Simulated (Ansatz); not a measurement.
## Structures of CdS: which is lowest?

Plane-wave DFT in Ansatz with scalar-relativistic PAW potentials, cutoff 420 eV, Γ-centred meshes chosen by cell and gap, Gaussian smearing with energies taken to zero width. Every cell was relaxed (cell and atoms) in a run of its own, within the symmetry of its start. Functional: PBE.

Relaxed structures (starts from databases or built by putting these elements on another compound's sites):
A. P3_221, 6 atoms in the computed cell, a = 4.086 Å, c = 9.581 Å; sites (symmetry × multiplicity) Cd .2. × 3, S .2. × 3; start: built
B. P4/nmm, 4 atoms in the computed cell, a = 5.159 Å, c = 5.483 Å; sites (symmetry × multiplicity) Cd 4mm × 2, S -4m2 × 2; start: built
C. P6_3mc, 4 atoms in the computed cell, a = 4.197 Å, c = 6.831 Å; sites (symmetry × multiplicity) Cd 3m. × 2, S 3m. × 2; start: database
D. Fm-3m, 2 atoms in the computed cell, a = 5.495 Å; sites (symmetry × multiplicity) Cd m-3m × 4, S m-3m × 4; start: database

Rank them by energy. Could pressure change the order?

```tsv
structure	group	E − E(lowest) (meV/atom)	V (Å³/atom)	gap on mesh (eV)
C	P6_3mc	0.0	26.05	1.11
A	P3_221	115	23.08	0.50
D	Fm-3m	135	20.74	0.26
B	P4/nmm	418	36.49	0.00
```

C is lowest, 115 meV/atom under A. D is denser by 5.31 Å³/atom, so pressure favours it: ΔE/ΔV, with ΔE in eV and 1 eV/Å³ = 160.2 GPa, gives about 4.1 GPa for equal enthalpy if both cells were rigid, a rough figure since the two compress differently. Other structures may lie lower than all of these, and vibrations aren't counted.